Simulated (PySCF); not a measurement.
Compound: propanoic acid, C3H6O2.
Numbering: `[CH3:1][CH2:2][C:3](=[O:4])[OH:5]` (hydrogens: H6, H7, H8 on C1; H9, H10 on C2; H11 on O5)

Cartesian coordinates in Å at the PBE0-D3(BJ)/def2-SVP level; atoms count from 1:
```
atom  x, y, z in Å
C1    -1.4573    0.1929    0.3223
C2    -0.1594   -0.5781    0.1997
C3     1.0422    0.3122    0.0355
O4     1.0257    1.5147    0.0130
O5     2.1752   -0.3954   -0.0860
H6    -2.3075   -0.4909    0.4563
H7    -1.4268    0.8811    1.1791
H8    -1.6403    0.8019   -0.5746
H9    -0.1697   -1.2735   -0.6565
H10    0.0271   -1.2161    1.0802
H11    2.8909    0.2511   -0.1841
```

Method used: PBE0-D3(BJ)/def2-SVP geometry optimisation, gas phase in PySCF.

Take the most abundant isotopes and a rigid rotor. The values belong to one conformer with, in the numbering `[CH3:1][CH2:2][C:3](=[O:4])[OH:5]`, C1–C2–C3–O4 1°, C2–C3–O5–H 180°.

**Question.** Give the principal moments of inertia and the rotational constants in MHz.

**Answer.** Ia = 49.24, Ib = 131.41, Ic = 174.41 u·Å²; 505379 MHz·u·Å²/I gives A = 10263, B = 3846, C = 2898 MHz.

**Question.** What kind of rotor is it?

**Answer.** An asymmetric top. Ray's parameter κ = (2B − A − C)/(A − C) = -0.743; −1 is the prolate and +1 the oblate limit.

**Question.** What does the inertial defect say?

**Answer.** Not planar: Δ = Ic − Ia − Ib = -6.24 u·Å². For a rigid frame Δ = −2 Σ m c², so Σ m c² = 3.12 u·Å² lies off the ab plane, practically all of it from hydrogen. The atom farthest from that plane is 0.90 Å away.

**Question.** Which lines would a microwave search look for?

**Answer.** The dipole components are |μa| = 0.14 D, |μb| = 1.52 D, |μc| = 0.00 D; the mirror of this Cs structure is the ab plane, so μc vanishes by symmetry and there are no c-type lines. Intensities carry the squares of the components, which stand as 0.01 : 1.00 (a : b). Some lines, for components of 0.1 D or more:

```json
{"type": "a", "branch": "Q", "J(Ka,Kc)": "1(1,0) ← 1(1,1)", "MHz": "948", "lower level (cm⁻¹)": "0.439"}
{"type": "a", "branch": "Q", "J(Ka,Kc)": "3(1,2) ← 3(1,3)", "MHz": "5683", "lower level (cm⁻¹)": "1.483"}
{"type": "b", "branch": "Q", "J(Ka,Kc)": "4(1,3) ← 4(0,4)", "MHz": "12753", "lower level (cm⁻¹)": "2.203"}
{"type": "a", "branch": "R", "J(Ka,Kc)": "2(0,2) ← 1(0,1)", "MHz": "13390", "lower level (cm⁻¹)": "0.225"}
{"type": "b", "branch": "Q", "J(Ka,Kc)": "4(2,2) ← 4(1,3)", "MHz": "17536", "lower level (cm⁻¹)": "2.628"}
{"type": "a", "branch": "R", "J(Ka,Kc)": "3(1,3) ← 2(1,2)", "MHz": "18750", "lower level (cm⁻¹)": "0.857"}
{"type": "b", "branch": "Q", "J(Ka,Kc)": "2(2,0) ← 2(1,1)", "MHz": "19350", "lower level (cm⁻¹)": "0.952"}
{"type": "b", "branch": "R", "J(Ka,Kc)": "5(1,4) ← 4(2,3)", "MHz": "19456", "lower level (cm⁻¹)": "3.166"}
{"type": "a", "branch": "R", "J(Ka,Kc)": "3(0,3) ← 2(0,2)", "MHz": "19847", "lower level (cm⁻¹)": "0.672"}
{"type": "b", "branch": "R", "J(Ka,Kc)": "4(0,4) ← 3(1,3)", "MHz": "21586", "lower level (cm⁻¹)": "1.483"}
{"type": "b", "branch": "R", "J(Ka,Kc)": "3(1,3) ← 2(0,2)", "MHz": "24317", "lower level (cm⁻¹)": "0.672"}
{"type": "b", "branch": "Q", "J(Ka,Kc)": "5(2,4) ← 5(1,5)", "MHz": "28096", "lower level (cm⁻¹)": "3.347"}
{"type": "a", "branch": "R", "J(Ka,Kc)": "4(1,3) ← 3(1,2)", "MHz": "28656", "lower level (cm⁻¹)": "1.672"}
{"type": "b", "branch": "R", "J(Ka,Kc)": "5(0,5) ← 4(1,4)", "MHz": "28703", "lower level (cm⁻¹)": "2.313"}
{"type": "b", "branch": "R", "J(Ka,Kc)": "4(1,4) ← 3(0,3)", "MHz": "29370", "lower level (cm⁻¹)": "1.334"}
{"type": "a", "branch": "R", "J(Ka,Kc)": "5(0,5) ← 4(0,4)", "MHz": "32017", "lower level (cm⁻¹)": "2.203"}
{"type": "b", "branch": "Q", "J(Ka,Kc)": "4(3,1) ← 4(2,2)", "MHz": "33414", "lower level (cm⁻¹)": "3.213"}
{"type": "a", "branch": "R", "J(Ka,Kc)": "5(3,3) ← 4(3,2)", "MHz": "33992", "lower level (cm⁻¹)": "4.326"}
{"type": "b", "branch": "Q", "J(Ka,Kc)": "3(3,0) ← 3(2,1)", "MHz": "34041", "lower level (cm⁻¹)": "2.285"}
{"type": "b", "branch": "R", "J(Ka,Kc)": "2(2,0) ← 1(1,1)", "MHz": "34733", "lower level (cm⁻¹)": "0.439"}
{"type": "b", "branch": "Q", "J(Ka,Kc)": "4(3,2) ← 4(2,3)", "MHz": "34769", "lower level (cm⁻¹)": "3.166"}
{"type": "a", "branch": "R", "J(Ka,Kc)": "5(1,4) ← 4(1,3)", "MHz": "35593", "lower level (cm⁻¹)": "2.628"}
{"type": "b", "branch": "Q", "J(Ka,Kc)": "5(4,1) ← 5(3,2)", "MHz": "47853", "lower level (cm⁻¹)": "5.466"}
{"type": "b", "branch": "Q", "J(Ka,Kc)": "4(4,0) ← 4(3,1)", "MHz": "48037", "lower level (cm⁻¹)": "4.328"}
{"type": "b", "branch": "Q", "J(Ka,Kc)": "4(4,1) ← 4(3,2)", "MHz": "48081", "lower level (cm⁻¹)": "4.326"}
{"type": "b", "branch": "R", "J(Ka,Kc)": "4(2,2) ← 3(1,3)", "MHz": "51875", "lower level (cm⁻¹)": "1.483"}
{"type": "b", "branch": "R", "J(Ka,Kc)": "5(2,3) ← 4(1,4)", "MHz": "62174", "lower level (cm⁻¹)": "2.313"}
{"type": "b", "branch": "R", "J(Ka,Kc)": "5(3,3) ← 4(2,2)", "MHz": "67361", "lower level (cm⁻¹)": "3.213"}
```

PBE0-D3(BJ)/def2-SVP frequencies: not computed here. These are rigid-rotor constants of the computed structure; measured ground-state constants (B0) also hold zero-point vibration. A rigid rotor knows nothing of internal rotation, which can split or shift real lines.
